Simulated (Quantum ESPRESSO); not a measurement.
Zr and the effect of the choice of potentials or basis

The cell as given:

Symmetry: P6_3/mmc, No. 194, hexagonal system. The conventional cell has a = 3.232 Å, b = 3.232 Å, c = 5.147 Å, α = 90.00°, β = 90.00°, γ = 120.00°. Around Zr (site symmetry -6m2) lie 12 Zr at 3.18 to 3.23 Å.

Kept alike: task relaxation of cell and atoms; functional PBEsol; k mesh 9 × 9 × 5; occupations fermi-dirac, width 0.05 eV; no spin polarisation. Program: Quantum ESPRESSO. Cutoffs run from 612 to 898 eV. The mesh is that of the run's cell of 2 atoms. No spin-orbit coupling.

| choice of potentials or basis | volume (Å³/atom) | third edge of the run's cell (Å) |
| --- | --- | --- |
| GBRV 1.5 PBEsol | 22.464 | 5.125 |
| PseudoDojo 0.4 SR PBEsol stringent | 22.498 | 5.127 |
| PseudoDojo 0.4.1 SR PBEsol standard | 22.498 | 5.127 |

The relaxations keep at least the cell's symmetry (P6_3/mmc). For a metal such a mesh leaves the last digits unconverged. Relaxations stop with a little pressure left, so the last digits of a volume or edge aren't settled.

Question: What does the choice of potentials or basis change here?

Answer: The volume runs from 22.464 (GBRV 1.5 PBEsol) to 22.498 Å³/atom (PseudoDojo 0.4 SR PBEsol stringent; PseudoDojo 0.4.1 SR PBEsol standard). The third edge of the run's cell runs from 5.125 (GBRV 1.5 PBEsol) to 5.127 Å (PseudoDojo 0.4 SR PBEsol stringent; PseudoDojo 0.4.1 SR PBEsol standard).
